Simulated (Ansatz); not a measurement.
## Structure relaxation of Be2H3

Level of theory: DFT PBE, scalar-relativistic, plane waves, PAW (Ansatz 0.2.0). Cutoff 420 eV, Γ-centred k mesh, Gaussian smearing, no spin polarisation in the final step.

A relaxed cell is given with its space group left out.

```yaml
crystal:
  lattice:
    - [1.92425, 1.11097, 4.96007]
    - [-1.92425, 1.11097, 4.96007]
    - [0.00000, -2.22194, 4.96007]
  atoms:
    - { symbol: Be, position: [0.81829, 0.81829, 0.81829] }
    - { symbol: Be, position: [0.68171, 0.68171, 0.68171] }
    - { symbol: Be, position: [0.18171, 0.18171, 0.18171] }
    - { symbol: Be, position: [0.31829, 0.31829, 0.31829] }
    - { symbol: H, position: [0.06472, 0.43528, 0.75000] }
    - { symbol: H, position: [0.75000, 0.06472, 0.43528] }
    - { symbol: H, position: [0.43528, 0.75000, 0.06472] }
    - { symbol: H, position: [0.93528, 0.56472, 0.25000] }
    - { symbol: H, position: [0.25000, 0.93528, 0.56472] }
    - { symbol: H, position: [0.56472, 0.25000, 0.93528] }
```

The zero of energy is the elements' standard structures at the same level (H₂ as a molecule); no fitted shifts are applied.

(1) What space group does it have?

(2) What is its formation energy per atom?

(3) Is it a metal?

## Answers

(1) R-3c (No. 167). Conventional cell: a = 3.849 Å, c = 14.880 Å. Be has 3 H at 1.58 Å; around H lie 2 Be at 1.58 Å.

(2) 0.37 eV/atom.

(3) Yes, bands cross the Fermi level on the 12×12×12 mesh.

The final run used a 12×12×12 mesh on its 10-atom cell and 0.10 eV smearing. The k mesh leaves about 4 meV/atom of noise in metals. The cell came from a trial start, so Be2H3 may not exist in this structure.

Cost: 6 runs of about 15 core-minutes in all, on Intel Xeon 6975P-C (Granite Rapids) (shared hosts).